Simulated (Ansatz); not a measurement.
Effect of Zn interstitial (started 2.52 Å from the nearest host atom), symmetric start on ZnTe

The parent structure is an 8-atom supercell of ZnTe in the zinc blende structure (space group F-43m, No. 216; a = 6.179 Å) at its relaxed geometry.

It is then changed as follows: one Zn atom is added in an open site, starting 2.52 Å from the nearest host atom, atoms relaxed at fixed cell.

Computed with PBE/PAW in Ansatz (a program for electronic structure), scalar-relativistic without spin-orbit coupling. k-mesh 4×4×4 (Γ-centred); smearing 0.01 eV (Fermi–Dirac).

| quantity | base | changed | shift |
|---|---|---|---|
| largest displacement of a host atom from its site in the perfect cell | – | 0.05 Å | – |
| final site of the added atom | – | 4 Te at 2.72 Å (tetrahedral) | – |

The magnetic state is the one reached from the starting moments; the real material's order can differ, and small cells can't hold many antiferromagnetic ones. In so small a cell the defect repeats every few ångströms: this is an ordered compound, not a dilute defect. The defect started on the symmetric site and kept its symmetry, so it may sit on a saddle. Seeded moments were not kept for Zn interstitial (started 2.52 Å from the nearest host atom). The defect cell is spin-polarised and ends with 0.0 μB.
